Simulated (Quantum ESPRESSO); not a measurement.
Runs of Quantum ESPRESSO 7.5 on Ge. The structure is orthorhombic, space group Cmcm (No. 63). The conventional cell has a = 2.976 Å, b = 5.189 Å, c = 4.728 Å, α = 90.00°, β = 90.00°, γ = 90.00°. Ge (site symmetry m2m) is surrounded by 12 Ge at 2.92 to 2.99 Å. This isn't the form of Ge at room conditions, which is diamond.

```tsv
task	level	potentials or basis	cell	form of the LDA correlation	gap on the mesh (eV)	pressure (GPa)	V0 of scaled cells (Å³/atom)	B0 (GPa)
band structure	PBEsol	GBRV 1.5 PBEsol	as given	-	none	0.2	-	-
band structure	LDA	GBRV 1.5 LDA	as given	PZ81	none	(b)	-	-
single point	PBEsol	GBRV 1.5 PBEsol	atoms moved at random, drawn with an rms of 0.05 Å	-	none	0.3	-	-
equation of state	PBEsol	GBRV 1.5 PBEsol	as given	-	-	-	18.36	(a)
single point	PBEsol	GBRV 1.5 PBEsol	as given	-	none	0.2	-	-
equation of state	LDA	GBRV 1.5 LDA	as given	PZ81	-	-	17.97	80
```

Alike in all rows: no spin polarisation; k mesh 10 × 10 × 6; cutoff (eV) 612; smearing fermi-dirac 0.05 eV.

Problem. Estimate the missing entries.

Solution. (a) 77; (b) -1.4.

Caveats: the cell was scaled at fixed shape and fractional positions, which overstates the stiffness of a crystal with free parameters, most of all of layers and chains (some runs).

A k mesh can miss the band edges, and the runs leave out spin-orbit coupling on Ge.

A gap of «none» marks a metal or a gap under the smearing width.
